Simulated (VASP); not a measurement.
Set up this calculation in VASP 6.6.1, as an ASE script.

```yaml
Task: single point
Functional: LDA
Potentials_or_basis: VASP PAW LDA potentials, release 54 (K_sv)
Cutoff: 520 eV
k_mesh: 7 × 7 × 7
Occupations: gaussian, width 0.1 eV
Spin: no spin polarisation
Further_INCAR_settings: ALGO = Normal; EDIFF = 1.00e-06
```

K:

```
K
1.0
    -2.69756    2.69756    2.69756
     2.69756   -2.69756    2.69756
     2.69756    2.69756   -2.69756
K
1
Direct
  0.00000 0.00000 0.00000
```

The input as run:

run.py

```python
from ase.calculators.vasp import Vasp
from ase.dft.bandgap import bandgap
from ase.spacegroup import crystal

atoms = crystal(
    ['K'],
    basis=[[0.0, 0.0, 0.0]],
    spacegroup=229,
    setting=1,
    cellpar=[5.39511703, 5.39511703, 5.39511703, 90.0, 90.0, 90.0],
    primitive_cell=True,
)
calc = Vasp(
    directory='calc',
    xc='lda',
    pp='LDA',
    setups='recommended',
    pp_version='54',
    prec='Accurate',
    encut=520,
    ediff=1e-06,
    ismear=0,
    sigma=0.1,
    lreal=False,
    lasph=True,
    nelm=80,
    algo='Normal',
    isif=2,
    lwave=False,
    lcharg=False,
    kpts=[7, 7, 7],
    gamma=True,
)
atoms.calc = calc

print('energy (eV):', atoms.get_potential_energy())
print('free energy (eV):', atoms.get_potential_energy(force_consistent=True))
print('forces (eV/A):')
print(atoms.get_forces())
print('stress (eV/A^3, Voigt):', atoms.get_stress())
print('Fermi level (eV):', calc.get_fermi_level())
gap, top, bottom = bandgap(calc)
print('band gap (eV):', gap, 'from (spin, k, band)', top, 'to', bottom)
```

Potentials or basis: VASP PAW LDA potentials, release 54 (K_sv).

The run is started by

```bash
$ python run.py
```

Results of the run:

```
Pressure               : -0.6 GPa
Band gap on the k mesh : none (metal or under the smearing width)
```

Run time: 11 s on 1 thread of AMD EPYC 7R43 64-Core Processor (Zen 3), on a shared host, peak memory 0.13 GiB.
